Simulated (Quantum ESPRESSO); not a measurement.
**SnO under changes of volume**

One of the cells (17.769 Å³/atom); the others are scaled copies at fixed shape and fractional positions:

```
CELL_PARAMETERS angstrom
3.81370 0.00000 0.00000
0.00000 3.81370 0.00000
0.00000 0.00000 4.88691
ATOMIC_POSITIONS crystal
Sn 0.50000 0.00000 0.76463
Sn 0.00000 0.50000 0.23537
O 0.00000 0.00000 0.00000
O 0.50000 0.50000 0.00000
```

The cell is a database's computed one.

| Property | Result |
| --- | --- |
| Program | Quantum ESPRESSO 7.5 |
| Functional | LDA |
| Potentials or basis | GBRV 1.5 LDA |
| Cutoff | 925 eV |
| Density cutoff | 7401 eV |
| k mesh | 7 × 7 × 6 |
| Occupations | fermi-dirac, width 0.05 eV |
| Spin | no spin polarisation |

| volume (Å³/atom) | energy over the lowest point (meV/atom) | pressure (GPa) | gap on the mesh (eV) |
| --- | --- | --- | --- |
| 16.703 | 4.69 | 3.1 | 0.26 |
| 17.058 | 0.00 | 0.8 | 0.33 |
| 17.414 | 0.27 | -1.3 | 0.40 |
| 17.769 | 4.96 | -3.3 | 0.46 |
| 18.125 | ? | ? | ? |
| 18.480 | 25.80 | -6.4 | 0.59 |
| 18.835 | 41.16 | -7.8 | 0.64 |

What does the run at 18.125 Å³/atom give?

Energy over the lowest point 13.60 meV/atom; pressure -4.9 GPa; gap on the mesh 0.53 eV.

Worked out: A Birch-Murnaghan fit of order 3 (a polynomial in V^(-2/3)) to the other rows has its minimum at 17.21 Å³/atom with B0 = V·E''(V) = 103 GPa and B' = 4.4 at fixed shape and positions, which overstates the stiffness. It gives 13.62 meV/atom at 18.125 Å³/atom, against the run's 13.60, and -dE/dV = -4.7 GPa, against -4.9. A straight line through the other rows of the gap, of slope 3.18 eV per unit of ln V, gives 0.52 eV, against the run's 0.53.

Energies are extrapolated to zero smearing.

Caveats: spin-orbit coupling is left out, which moves the levels of the heavy elements; an odd mesh through Γ misses points on the zone boundary, where band edges often lie.
